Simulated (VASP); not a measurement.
# Ti2O3 (R-3c) in VASP: band structure with r2SCAN

Aim: the band structure of Ti2O3 with r2SCAN.

Everything below comes from runs of VASP 6.6.1. Logs are shortened: lines on timing, memory, paths and dates and some standing lists are left out, and cuts for length are marked.

**Experimental background.**

“The c-axis dimer and its electronic break-up: the insulator-to-metal transition in Ti2O3”, 2017, arxiv:1710.08771 quotes, for a bulk crystal of Ti2O3: band gap 0.2 eV (optical).

The results are compared with them further down.

## 1. The crystal as given

Symmetry: R-3c, No. 167, trigonal system. Conventional cell: a = 5.105 Å, b = 5.105 Å, c = 13.787 Å, α = 90.00°, β = 90.00°, γ = 120.00°. Ti (site symmetry 3) has 6 O at 2.02 to 2.07 Å as nearest neighbours. O (site symmetry 2) has 4 Ti at 2.02 to 2.07 Å as nearest neighbours.

## 2. Band structure, r2SCAN

INCAR reads:

```
PREC = Accurate ; ENCUT = 520
EDIFF = 1E-7 ; ISMEAR = 0
SIGMA = 0.02 ; LREAL = F
LASPH = T ; NELM = 80
ALGO = Normal ; ISIF = 2
LWAVE = F ; LCHARG = F
LMAXMIX = 4 ; METAGGA = R2SCAN
LMIXTAU = T ; KPAR = 4
```

KPOINTS reads:

```
regular mesh
0
Gamma
  9 9 9
```

POSCAR reads:

```
Ti2O3                                   
1.0
    2.5527196990      1.4738134055      4.5957984050
   -2.5527196990      1.4738134055      4.5957984050
    0.0000000000     -2.9476268109      4.5957984050
  Ti              O             
     4     6
Direct
     0.3443303985811070    0.3443303985811070    0.3443303985811070
     0.1556696014188930    0.1556696014188930    0.1556696014188930
     0.6556696014188930    0.6556696014188930    0.6556696014188930
     0.8443303985811070    0.8443303985811070    0.8443303985811070
     0.5645721951326337    0.9354278048673663    0.2500000000000000
     0.2500000000000000    0.5645721951326337    0.9354278048673663
     0.9354278048673663    0.2500000000000000    0.5645721951326337
     0.4354278048673663    0.0645721951326337    0.7500000000000000
     0.7500000000000000    0.4354278048673663    0.0645721951326337
     0.0645721951326337    0.7500000000000000    0.4354278048673663
```

KPOINTS_OPT reads:

```
path GLB1,BZGX,QFP1Z,LP
15
line-mode
reciprocal
 0.0000000000  0.0000000000  0.0000000000  G
 0.5000000000  0.0000000000  0.0000000000  L

 0.5000000000  0.0000000000  0.0000000000  L
 0.5000000000  0.2348806549 -0.2348806549  B1

 0.7651193451  0.5000000000  0.2348806549  B
 0.5000000000  0.5000000000  0.5000000000  Z

 0.5000000000  0.5000000000  0.5000000000  Z
 0.0000000000  0.0000000000  0.0000000000  G

 0.0000000000  0.0000000000  0.0000000000  G
 0.3674403274  0.0000000000 -0.3674403274  X

 0.6325596726  0.3674403274  0.0000000000  Q
 0.5000000000  0.5000000000  0.0000000000  F

 0.5000000000  0.5000000000  0.0000000000  F
 0.6325596726  0.6325596726  0.2348806549  P1

 0.6325596726  0.6325596726  0.2348806549  P1
 0.5000000000  0.5000000000  0.5000000000  Z

 0.5000000000  0.0000000000  0.0000000000  L
 0.7651193451  0.3674403274  0.3674403274  P
```

Potentials or basis: VASP PAW PBE potentials, release 64 (Ti_sv, O).

Started as:

```
$ cat potpaw_PBE.64/Ti_sv/POTCAR potpaw_PBE.64/O/POTCAR > POTCAR
$ mpirun -np 4 vasp_std > vasp.out
```

OUTCAR:

```text
PREC = Accurate
   ENCUT = 520
   EDIFF = 1E-7
   ISMEAR = 0
   LREAL = F
   LASPH = T
   NELM = 80
   ISIF = 2
   METAGGA = R2SCAN

 ion  position               nearest neighbor table
   1  0.344  0.344  0.344-  10 2.02   8 2.02   9 2.02   5 2.07   6 2.07   7 2.07   2 2.60
   2  0.156  0.156  0.156-   9 2.02   8 2.02  10 2.02   5 2.07   7 2.07   6 2.07   1 2.60
   3  0.656  0.656  0.656-   7 2.02   5 2.02   6 2.02   8 2.07   9 2.07  10 2.07   4 2.60
   4  0.844  0.844  0.844-   6 2.02   5 2.02   7 2.02   8 2.07  10 2.07   9 2.07   3 2.60
   5  0.565  0.935  0.250-   3 2.02   4 2.02   1 2.07   2 2.07
   6  0.250  0.565  0.935-   4 2.02   3 2.02   1 2.07   2 2.07
   7  0.935  0.250  0.565-   3 2.02   4 2.02   2 2.07   1 2.07
   8  0.435  0.065  0.750-   1 2.02   2 2.02   3 2.07   4 2.07
   9  0.750  0.435  0.065-   2 2.02   1 2.02   3 2.07   4 2.07
  10  0.065  0.750  0.435-   1 2.02   2 2.02   4 2.07   3 2.07

  LATTYP: Found a trigonal (rhomboedric) cell.
 ALAT       =     5.4598412793
 COS(alpha) =     0.5628039597

  Lattice vectors:

 A1 = (   2.5527196990,   1.4738134055,   4.5957984050)
 A2 = (  -2.5527196990,   1.4738134055,   4.5957984050)
 A3 = (   0.0000000000,  -2.9476268109,   4.5957984050)

Analysis of symmetry for initial positions (statically):
=====================================================================
 Subroutine PRICEL returns:
 Original cell was already a primitive cell.

 Routine SETGRP: Setting up the symmetry group for a
 trigonal (rhombohedral) supercell.

 Subroutine GETGRP returns: Found 12 space group operations
 (whereof  6 operations were pure point group operations)
 out of a pool of 12 trial point group operations.

The static configuration has the point symmetry S_6 .
 The point group associated with its full space group is D_3d.

Analysis of symmetry for dynamics (positions and initial velocities):
=====================================================================
 Subroutine PRICEL returns:
 Original cell was already a primitive cell.

 Routine SETGRP: Setting up the symmetry group for a
 trigonal (rhombohedral) supercell.

 Subroutine GETGRP returns: Found 12 space group operations
 (whereof  6 operations were pure point group operations)
 out of a pool of 12 trial point group operations.

The dynamic configuration has the point symmetry S_6 .
 The point group associated with its full space group is D_3d.

 Subroutine INISYM returns: Found 12 space group operations
 (whereof  6 operations are pure point group operations),
 and found     1 'primitive' translations

[... 120 lines left out ...]
   PSTRESS=    0.0 pullay stress
   NELECT =      84.0000    total number of electrons
   NUPDOWN=      -1.0000    fix difference up-down
   EMIN   =  10.00;   EMAX   =-10.00  energy-range for DOS
   EFERMI =   0.00;   METHOD = LEGACY
   ISMEAR =     0;   SIGMA  =   0.02  broadening in eV -4-tet -1-fermi 0-gaus
   EFERMI_NEDOS =   21; number of points for ismear=-14 and -15
   IALGO  =     38    algorithm
   IMIX   =      4    mixing-type and parameters
     AMIX     =   0.40;   BMIX     =  1.00
     AMIX_MAG =   1.60;   BMIX_MAG =  1.00
  volume/ion in A,a.u.               =      10.37        70.01
  Fermi-wavevector in a.u.,A,eV,Ry     =   1.525862  2.883461 31.677838  2.328255
  Thomas-Fermi vector in A             =   2.633974
   LORBIT       =      0    0 simple, 1 ext, 2 COOP (PROOUT), +10 PAW based schemes
   METAGGA = R2SCAN    functional components
   LHFCALC =     F    Hartree Fock is set to
   AEXX    =    0.0000 exact exchange contribution
   IVDW    =     0    specifies the selected vdW correction
   LEPSILON=     F    determine dielectric tensor
   LRPA    =     F    only Hartree local field effects (RPA)
 non-spin polarized calculation
 Gauss-broadening in eV      SIGMA  =   0.02
  energy-cutoff  :      520.00
  volume of cell :      103.74
 maximum number of plane-waves:      2821
 NGX is ok and might be reduce to    42
   NGX = 21   NGY = 21   NGZ = 21

 number of electron      83.9999996 magnetization

 Free energy of the ion-electron system (eV)
  ---------------------------------------------------
  ext. energy  EPLUGINS =         0.00000000
  ---------------------------------------------------
  free energy    TOTEN  =      -119.39092656 eV

  energy without entropy =     -119.39046227  energy(sigma->0) =     -119.39069441

 E-fermi :   8.9969     XC(G=0): -12.5042

 val. band max:        8.9966002800   @ k =  -0.4444   0.4444   0.4444
 cond. band min:       9.0129712158   @ k =  -0.4444  -0.4444   0.1111
 fundamental gap:      0.0163709359
 Fermi energy:         8.9969049075

 k-point     1 :       0.0000    0.0000    0.0000
  band No.  band energies     occupation
      1     -51.9859      2.00000
      2     -51.9204      2.00000
      3     -51.8944      2.00000
      4     -51.8449      2.00000
      5     -27.4853      2.00000
      6     -27.4853      2.00000
[... 1261 lines left out ...]
     49      10.1041      0.00000
     50      10.1495      0.00000

 [... further k-points ...]

------------------------ aborting loop because EDIFF is reached ----------------------------------------

  FORCE on cell =-STRESS in cart. coord.  units (eV):
  Direction    XX          YY          ZZ          XY          YZ          ZX
  --------------------------------------------------------------------------------------
  -------------------------------------------------------------------------------------
  Total       -0.0126884     -0.0126884     -0.0011641      0.0000000     -0.0000000     -0.0000000
  in kB       -0.1959561     -0.1959561     -0.0179782      0.0000000     -0.0000000     -0.0000000
  external PRESSURE =      -0.1366301 kB  Pullay stress =       0.0000000 kB

 VOLUME and BASIS-vectors are now :
 -----------------------------------------------------------------------------
  energy-cutoff  :      520.00
  volume of cell :      103.74
      direct lattice vectors                 reciprocal lattice vectors
     2.552719699  1.473813406  4.595798405     0.195869527  0.113085324  0.072530016
    -2.552719699  1.473813406  4.595798405    -0.195869527  0.113085324  0.072530016
     0.000000000 -2.947626811  4.595798405     0.000000000 -0.226170648  0.072530016

 POSITION                                       TOTAL-FORCE (eV/Angst)
 -----------------------------------------------------------------------------------
      0.00000      0.00000      4.74742         0.000000      0.000000      0.001614
      0.00000      0.00000      2.14628         0.000000     -0.000000     -0.001614
      0.00000      0.00000      9.03998         0.000000     -0.000000     -0.001614
      0.00000      0.00000     11.64112         0.000000      0.000000      0.001614
     -0.94669      1.47381      8.04265        -0.000706     -0.000000     -0.000000
     -0.80301     -1.55676      8.04265         0.000353     -0.000611     -0.000000
      1.74971      0.08295      8.04265         0.000353      0.000611     -0.000000
      0.94669     -1.47381      5.74475         0.000706     -0.000000      0.000000
      0.80301      1.55676      5.74475        -0.000353      0.000611     -0.000000
     -1.74971     -0.08295      5.74475        -0.000353     -0.000611     -0.000000
 -----------------------------------------------------------------------------------
    total drift:                                0.000000      0.000000     -0.000000

  FREE ENERGIE OF THE ION-ELECTRON SYSTEM (eV)
  ---------------------------------------------------
  free  energy   TOTEN  =      -119.3909265582 eV

  energy  without entropy=     -119.3904622672  energy(sigma->0) =     -119.39069441
```

OSZICAR:

```text
N       E                     dE             d eps       ncg     rms          rms(c)
DAV:   1     0.133277591871E+04    0.13328E+04   -0.43385E+04  8716   0.211E+03
DAV:   2     0.109454467995E+03   -0.12233E+04   -0.11882E+04  8540   0.653E+02
[... 42 lines left out ...]
DAV:   3    -0.724670366584E+04   -0.10816E+05     7092
DAV:   4    -0.836422859759E+04   -0.11175E+04     7424
DAV:   5    -0.844463431949E+04   -0.80406E+02     7584
DAV:   6    -0.844757148598E+04   -0.29372E+01     6960
DAV:   7    -0.844774072334E+04   -0.16924E+00     7574
DAV:   8    -0.844775120001E+04   -0.10477E-01     6960
DAV:   9    -0.844775202323E+04   -0.82322E-03     7076
DAV:  10    -0.844775209583E+04   -0.72606E-04     4598
DAV:  11    -0.844775210294E+04   -0.71032E-05     3944
DAV:  12    -0.844775210422E+04   -0.12777E-05     3972
DAV:  13    -0.844775210429E+04   -0.73062E-07     3960
```

stdout:

```text
POSCAR found type information on POSCAR TiO
 POSCAR found :  2 types and      10 ions
 scaLAPACK will be used
 -----------------------------------------------------------------------------
|                                                                             |
|                                                                             |
|     You enforced a specific xc type in the INCAR file but a different       |
|     I HOPE YOU KNOW WHAT YOU ARE DOING!                                     |
|                                                                             |
 -----------------------------------------------------------------------------

 LDA part: xc-table for (None), standard interpolation
 POSCAR, INCAR and KPOINTS ok, starting setup
 FFT: planning ... GRIDC
 FFT: planning ... GRID_SOFT
 FFT: planning ... GRID
 WAVECAR not read
 entering main loop
 Start KPOINTS_OPT (optional k-point list driver)
k-point batch [1-85\135]
k-point batch [86-135\135]
```

Run time: 13 min. Hardware: 4 MPI ranks of Intel Xeon Platinum 8559C (Emerald Rapids), shared host; peak memory 0.69 GiB.

What came out:

* Free energy: -119.3909 eV
* Pressure: 0.0 GPa
* Band gap along the path: none (metal or under the smearing width)

Levels at the corners of the path, in eV from the Fermi level:
| point | band 39 | band 40 | band 41 | band 42 | band 43 | band 44 | band 45 | band 46 |
| --- | --- | --- | --- | --- | --- | --- | --- | --- |
| Γ | -4.57 | -4.41 | -1.10 | -0.10 | -0.10 | 0.20 | 0.41 | 0.41 |
| L | -4.71 | -4.71 | -0.79 | -0.79 | 0.33 | 0.33 | 0.64 | 0.64 |
| L | -4.71 | -4.71 | -0.79 | -0.79 | 0.33 | 0.33 | 0.64 | 0.64 |
| B1 | -4.89 | -4.89 | -0.83 | -0.83 | 0.14 | 0.14 | 0.69 | 0.69 |
| B | -4.89 | -4.89 | -0.83 | -0.83 | 0.14 | 0.14 | 0.69 | 0.69 |
| Z | -5.23 | -5.23 | 0.20 | 0.20 | 0.50 | 0.50 | 0.50 | 0.50 |
| Z | -5.23 | -5.23 | 0.20 | 0.20 | 0.50 | 0.50 | 0.50 | 0.50 |
| Γ | -4.57 | -4.41 | -1.10 | -0.10 | -0.10 | 0.20 | 0.41 | 0.41 |
| Γ | -4.57 | -4.41 | -1.10 | -0.10 | -0.10 | 0.20 | 0.41 | 0.41 |
| X | -5.13 | -4.65 | -1.00 | -0.86 | 0.07 | 0.23 | 0.72 | 0.83 |
| Q | -5.13 | -4.65 | -1.00 | -0.86 | 0.07 | 0.23 | 0.72 | 0.83 |
| F | -5.19 | -4.68 | -0.91 | -0.75 | -0.03 | 0.10 | 0.66 | 0.85 |
| F | -5.19 | -4.68 | -0.91 | -0.75 | -0.03 | 0.10 | 0.66 | 0.85 |
| P1 | -5.24 | -4.76 | -0.77 | -0.56 | 0.07 | 0.17 | 0.65 | 0.70 |
| P1 | -5.24 | -4.76 | -0.77 | -0.56 | 0.07 | 0.17 | 0.65 | 0.70 |
| Z | -5.23 | -5.23 | 0.20 | 0.20 | 0.50 | 0.50 | 0.50 | 0.50 |
| L | -4.71 | -4.71 | -0.79 | -0.79 | 0.33 | 0.33 | 0.64 | 0.64 |
| P | -5.24 | -4.76 | -0.77 | -0.56 | 0.07 | 0.17 | 0.65 | 0.70 |

Caveat: the PAW data sets were made with another functional, which shifts forces and pressure a little; semilocal functionals often make such compounds metallic where correlation or magnetic order opens a gap, which also shifts bond lengths.

## 3. Comparison with measurements

Step 2. A measured gap of Ti2O3 is 0.2 eV (optical; quoted in “The c-axis dimer and its electronic break-up: the insulator-to-metal transition in Ti2O3”, 2017, arxiv:1710.08771); the calculated 0.00 eV misses it by -0.20 eV. The value is that of r2SCAN, without temperature or zero-point motion.
